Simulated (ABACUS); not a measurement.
A run of ABACUS 3.10.1:

File INPUT:

```
INPUT_PARAMETERS
suffix              Ag
calculation         nscf
basis_type          pw
pseudo_dir          ./
symmetry            -1
dft_functional      LDA_X+LDA_C_PW
ecutwfc             87.0
pseudo_rcut         10
nspin               1
nbands              20
ks_solver           dav
smearing_method     fd
smearing_sigma      0.00367493
scf_thr             1e-08
scf_nmax            100
mixing_type         broyden
mixing_beta         0.7
init_chg            file
pw_diag_thr         1e-07
out_band            1
kpar                4
```

The input STRU:

```
ATOMIC_SPECIES
Ag 107.8682 Ag.upf

LATTICE_CONSTANT
1.8897261246

LATTICE_VECTORS
0.0000000000 2.0427500000 2.0427500000
2.0427500000 0.0000000000 2.0427500000
2.0427500000 2.0427500000 0.0000000000

ATOMIC_POSITIONS
Direct

Ag
0.0
1
0.0000000000 0.0000000000 0.0000000000 1 1 1
```

File KPT:

```
K_POINTS
12
Line
0.00000000 0.00000000 0.00000000 10 // G
0.50000000 0.00000000 0.50000000 10 // X
0.50000000 0.25000000 0.75000000 10 // W
0.37500000 0.37500000 0.75000000 10 // K
0.00000000 0.00000000 0.00000000 10 // G
0.50000000 0.50000000 0.50000000 10 // L
0.62500000 0.25000000 0.62500000 10 // U
0.50000000 0.25000000 0.75000000 10 // W
0.50000000 0.50000000 0.50000000 10 // L
0.37500000 0.37500000 0.75000000 1 // K
0.62500000 0.25000000 0.62500000 10 // U
0.50000000 0.00000000 0.50000000 1 // X
```

Potentials or basis: PseudoDojo NC SR 0.4.1 LDA stringent, plane waves.

The run is started by

```console
$ OMP_NUM_THREADS=1 mpirun -np 4 abacus > log
```

Hardware: 4 MPI ranks on AMD EPYC 9R45 96-Core Processor (Zen 5), on a shared host.

Problem. Estimate the wall time of this run.

Solution. Wall time 2.7 s on 4 MPI ranks on AMD EPYC 9R45 96-Core Processor (Zen 5) (shared host), peak memory 0.36 GiB a rank. Counts: scf iterations 1, k points 102, bands 20, ranks 4.
